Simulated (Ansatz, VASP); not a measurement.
# SiC (Moissanite 3C) in two plane-wave programs, part 2 of 2

One calculation is typed for both programs; each brings its own data sets and cutoff. How far apart do they land? The cell is taken from a series of VASP runs on this material, whose earlier steps may have relaxed, scaled or displaced it; both programs get it as it stands.

VASP 6.6.1 and Ansatz 0.2.0.

So far: The structure; Ansatz: relaxation of cell and atoms, PBEsol; VASP: relaxation of cell and atoms, PBEsol.

## 4. Differences

Known differences besides the potentials themselves: both relaxations stop at a tolerance, which leaves soft axes loose, and VASP keeps its plane-wave basis; the cutoff is 420 eV in Ansatz and 520 eV in VASP; Ansatz makes its cores anew for this functional, VASP keeps those of its PBE data sets; VASP leaves aspherical gradient terms in its spheres out (LASPH is not set), Ansatz keeps them; Ansatz adds a Pulay correction to the stress that steers its cell, VASP none. Total energies have different zeros and are not compared.

Both answers:

| quantity | Ansatz | VASP | difference |
| --- | --- | --- | --- |
| volume (Å³) | 20.68 | 20.71 | -0.16 % |
| edge a after relaxation, in the typed setting (Å) | 3.081 | 3.082 | -0.05 % |

The walks stopped with 0.00 GPa left in Ansatz and -0.01 GPa in VASP; each walk ends within a tolerance, so the volume difference is uncertain by about these residues over the bulk modulus, most in soft cells.

## 5. Ansatz: relaxation of cell and atoms, LDA

The relaxed volume is the usual yardstick between codes: its relative difference is about their pressure difference at one cell divided by the bulk modulus. The cell compared in this pair holds 20.32 Å³, against 20.71 Å³ for the pair before.

The cell is taken from a series of VASP runs on this material, whose earlier steps may have relaxed, scaled or displaced it; both programs get it as it stands.

The input, input.yaml:

```yaml
crystal:
  lattice:
    - [0.0, 2.1659606526, 2.1659606526]
    - [2.1659606526, 0.0, 2.1659606526]
    - [2.1659606526, 2.1659606526, 0.0]
  atoms:
    - { symbol: Si, position: [0.0, 0.0, 0.0] }
    - { symbol: C, position: [0.75, 0.75, 0.75] }
hamiltonian:
  xc: lda
  pseudopotentials: { kind: paw }
kpoints:
  mp_grid: { grid: [8, 8, 8] }
scf:
  occupations: { method: gaussian, width: 0.03 }
relax:
  f_tol: 0.01
  max_steps: 60
  cell: { stress_tol: 0.05 }
output:
  forces: true
  stress: true
```

Run with:

```sh
> ansatz run input.yaml --threads 4 --pin off --max-ram 9216MiB --backend cpu --events-out ev --progress --plain --runs-dir out
```

Numbers of over 12 decimals in the logs are rounded to 6 here.

What it wrote:

```text
[...]
Crystal: 2 atoms, lattice volume = 20.323 Å³
Basis set: ecut = 420 eV, 411 PW (Γ)
Bands: 8, of which v1, the nominal top of the filled ones, is band 4 counted from 1 (3 counted from 0)
Symmetry: 24 space group operations
[...]
k-points: 29 of 512 (time reversal used)
[...]
0.000000      -0.004072       0.000000
        0.000000       0.000000      -0.004072
  P = ⅓ Tr σ = -0.0041 GPa (-0.041 kbar)
--- Relaxed structure (3 steps of the walk, 3 accepted, 1 SCFs on fresh bases) ---
[...]
cell:  # Å, volume = 20.2825 Å³
    - [0, 2.164531, 2.164531]
    - [2.164531, 0, 2.164531]
    - [2.164531, 2.164531, 0]
  atoms:
    - { symbol: Si, position: [0, 0, 0] }
    - { symbol: C, position: [0.750000, 0.750000, 0.750000] }
[key lines of the parts left out:]
SCF converged after 5 iterations
Free energy (F): -852.199568 eV
Fermi energy:    10.147140 eV
```

Run time: 0.98 s. Hardware: 4 threads of Arm Neoverse V1, shared host; peak memory 0.27 GiB.

## 6. VASP: relaxation of cell and atoms, LDA

The same cell, functional (in two slightly different forms), mesh and smearing now go to VASP, with its own data sets and cutoff.

The input, INCAR:

```
SYSTEM = SiC
PREC = Accurate
ENCUT = 520
EDIFF = 1E-06
NELM = 100
ISMEAR = 0
SIGMA = 0.03
LREAL = .FALSE.
ALGO = Normal
GGA = CA
NBANDS = 10
LORBIT = 11
LWAVE = .FALSE.
LCHARG = .FALSE.
KPAR = 8
IBRION = 2
NSW = 50
ISIF = 3
EDIFFG = -0.006
```

The input, POSCAR:

```
SiC
1.0
    0.0000000000      2.1659606526      2.1659606526
    2.1659606526      0.0000000000      2.1659606526
    2.1659606526      2.1659606526      0.0000000000
Si C
1 1
Direct
    0.0000000000      0.0000000000      0.0000000000
    0.7500000000      0.7500000000      0.7500000000
```

The input, KPOINTS:

```
Automatic mesh
0
Gamma
8 8 8
0 0 0
```

PAW data sets: Si and C (LDA family, release 64).

Run with:

```sh
> mpirun -np 8 vasp_std
```

What it wrote:

```text
[banner, memory and clock lines left out]
running    8 mpi-ranks, on    1 nodes
[...]
[... a notice as in an earlier step ...]

 LDA part: xc-table for (Slater(with rela. corr.)+CA(PZ))
 , standard interpolation
 POSCAR, INCAR and KPOINTS ok, starting setup
[...]
entering main loop
       N       E                     dE             d eps       ncg     rms          rms(c)
DAV:   1     0.293629515120E+01    0.29363E+01   -0.40947E+03   580   0.688E+02
DAV:   2    -0.180999983484E+02   -0.21036E+02   -0.20213E+02   774   0.115E+02
DAV:   3    -0.187295542864E+02   -0.62956E+00   -0.62880E+00   680   0.180E+01
DAV:   4    -0.187323114776E+02   -0.27572E-02   -0.27571E-02   650   0.151E+00
[...]
DAV:   9    -0.166414581548E+02    0.37128E-03   -0.18225E-03   728   0.249E-01    0.948E-02
DAV:  10    -0.166414718287E+02   -0.13674E-04   -0.11033E-04   614   0.708E-02    0.316E-02
DAV:  11    -0.166414721951E+02   -0.36647E-06   -0.30028E-06   672   0.118E-02
   1 F= -.16641472E+02 E0= -.16641472E+02  d E =-.166415E+02
[...]
reached required accuracy - stopping structural energy minimisation
```

Parts of OUTCAR (step 6):

```text
  Total       -0.0058154     -0.0058154     -0.0058154      0.0000000     -0.0000000      0.0000000
  in kB       -0.4584641     -0.4584641     -0.4584641      0.0000000     -0.0000000      0.0000000
  external PRESSURE =      -0.4584641 kB  Pullay stress =       0.0000000 kB

 POSITION                                       TOTAL-FORCE (eV/Angst)
 -----------------------------------------------------------------------------------
      0.00000      0.00000      0.00000         0.000000      0.000000      0.000000
      3.24894      3.24894      3.24894        -0.000000     -0.000000     -0.000000
 -----------------------------------------------------------------------------------
    total drift:                               -0.000000     -0.000000     -0.000000

  FREE ENERGIE OF THE ION-ELECTRON SYSTEM (eV)
  ---------------------------------------------------
  free  energy   TOTEN  =       -16.6414721951 eV

  energy  without entropy=      -16.6414721951  energy(sigma->0) =      -16.64147220

[... 2 parts as in an earlier step ...]

[... 2 further parts left out ...]
[key lines of the parts left out:]
E-fermi :   8.4078
```

## 7. Side by side

What differs besides the data sets and the points named for the pairs above, as far as they apply: the two LDA forms differ slightly; VASP's log shows a relativistic correction to its local exchange, Ansatz's none. Total energies have different zeros and are not compared.

Both answers:

| quantity | Ansatz | VASP | difference |
| --- | --- | --- | --- |
| volume (Å³) | 20.28 | 20.32 | -0.20 % |
| edge a after relaxation, in the typed setting (Å) | 3.061 | 3.063 | -0.07 % |

The walks stopped with 0.00 GPa left in Ansatz and -0.05 GPa in VASP; each walk ends within a tolerance, so the volume difference is uncertain by about these residues over the bulk modulus, most in soft cells.

## 8. Outcome

```json
{
 "difference in volume (relaxation of cell and atoms, PBEsol)": "-0.16 %",
 "difference in volume (relaxation of cell and atoms, LDA)": "-0.20 %"
}
```

In words: The difference in volume is -0.20 % (relaxation of cell and atoms, LDA), within the 1.2 % picked in this series as the mark of a large difference, as far as the stopping tolerances let one tell. Such differences can come from data sets, numerical settings and the points named under the comparisons, not from the functional's error against experiment.

[Lines on the potential files, build, host, timing and source positions are cut from VASP's logs without a mark.]

[Logs are printed without paths, hosts, clocks, repeated set-up lines and the standing remarks that a program may print on its own settings, such as how far it seeks lower states.]

[Hosts, paths, dates, database ids (printed as entryN), source tags and the programs' standing remarks are cut or masked in the printed files.]
